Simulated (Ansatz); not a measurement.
Start from CsPbI3 in the cubic perovskite structure (space group Pm-3m, No. 221; a = 6.390 Å). Axes: x, y, z lie along the cube axes.

Computed with PBE (Ansatz, a program for electronic structure; PAW; 420 eV plane waves; no spin-orbit coupling).

Base values:

- Band gap = 1.48 eV
- Pressure = 0.00 GPa

Modification: tensor shear ε_yz = −1.39 % (engineering shear γ = -0.0278), atoms relaxed at fixed cell.

Task: What does the calculation give for the energy relative to the base after the change?

Result: The energy increases by 0.5 meV/atom.

Task: How does this affect the band gap?

Result: The band gap decreases by 0.026 eV (1.48 eV → 1.46 eV).

Task: What happens to the pressure?

Result: The pressure (mean of the normal stresses, compression positive) is still 0.00 GPa.

Spin-orbit coupling, missing from the scalar runs, can matter with I and Pb. The cells carry an imposed strain or load. No phonon test of stability was made. Many cubic perovskites are stable only at high temperature; tilts and polar distortions were not tested. This is not the structure that CsPbI3 has at room temperature and ambient pressure.
